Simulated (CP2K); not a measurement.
A run of CP2K 2026.2:

feo_scf.inp

```
&GLOBAL
  PROJECT feo_scf
  RUN_TYPE ENERGY_FORCE
  PRINT_LEVEL LOW
&END GLOBAL
&FORCE_EVAL
  METHOD QS
  STRESS_TENSOR ANALYTICAL
  &DFT
    BASIS_SET_FILE_NAME BASIS_MOLOPT_UZH
    POTENTIAL_FILE_NAME POTENTIAL_UZH
    UKS T
    MULTIPLICITY 5
    &MGRID
      CUTOFF 600
      REL_CUTOFF 60
      NGRIDS 5
    &END MGRID
    &QS
      METHOD GPW
      EPS_DEFAULT 1.0E-10
    &END QS
    &KPOINTS
      SCHEME MONKHORST-PACK 11 11 11
      GAMMA_CENTERED T
      SYMMETRY T
      SYMMETRY_BACKEND SPGLIB
    &END KPOINTS
    &SCF
      SCF_GUESS ATOMIC
      EPS_SCF 1.0E-6
      MAX_SCF 150
      ADDED_MOS 13 17
      CHOLESKY OFF
      EPS_EIGVAL 1.0E-7
      &DIAGONALIZATION ON
        ALGORITHM STANDARD
      &END DIAGONALIZATION
      &MIXING ON
        METHOD BROYDEN_MIXING
        ALPHA 0.2
        BETA 1.5
        NBUFFER 10
      &END MIXING
      &SMEAR ON
        METHOD FERMI_DIRAC
        ELECTRONIC_TEMPERATURE [K] 580.226
      &END SMEAR
    &END SCF
    &XC
      &XC_FUNCTIONAL PBE
      &END XC_FUNCTIONAL
    &END XC
    &PRINT
      &KPOINTS ON
      &END KPOINTS
      &MULLIKEN ON
      &END MULLIKEN
      &MO ON
        ENERGIES T
        OCCUPATION_NUMBERS T
        &EACH
          QS_SCF 0
        &END EACH
        ADD_LAST NUMERIC
      &END MO
      &LOWDIN ON
      &END LOWDIN
      &HIRSHFELD ON
        SHAPE_FUNCTION DENSITY
      &END HIRSHFELD
    &END PRINT
  &END DFT
  &SUBSYS
    &CELL
      ABC 3.0481959123 3.0481959124 3.0481959123
      ALPHA_BETA_GAMMA 59.9999999989 59.9999999994 59.9999999995
      PERIODIC XYZ
    &END CELL
    &COORD
      Fe  0.0000000000 0.0000000000 0.0000000000
      O   3.0481959124 1.7598767306 1.2444207702
    &END COORD
    &KIND Fe
      BASIS_SET TZVP-MOLOPT-PBE-GTH-q16
      POTENTIAL GTH-PBE-q16
      MAGNETIZATION 3.0
    &END KIND
    &KIND O
      BASIS_SET TZVP-MOLOPT-PBE-GTH-q6
      POTENTIAL GTH-PBE-q6
    &END KIND
    &PRINT
      &ATOMIC_COORDINATES ON
      &END ATOMIC_COORDINATES
      &CELL ON
      &END CELL
      &SYMMETRY ON
      &END SYMMETRY
    &END PRINT
  &END SUBSYS
  &PRINT
    &FORCES ON
    &END FORCES
    &STRESS_TENSOR ON
    &END STRESS_TENSOR
  &END PRINT
&END FORCE_EVAL
```

Potentials or basis: POTENTIAL_UZH Fe GTH-PBE-q16, O GTH-PBE-q6; TZVP-MOLOPT-PBE-GTH basis.

Command:

```console
$ OMP_NUM_THREADS=1 cp2k.psmp -i feo_scf.inp -o feo_scf.out
```

Hardware: 1 thread of Arm Neoverse V1 (shared host).

**Question.** How long does it take, and how much memory?

**Answer.** Wall time 4 min on 1 thread of Arm Neoverse V1 (shared host), peak memory 0.4 GiB. Counts: scf iterations 21, k points 56, basis 52, bands 26, force evaluations 1.
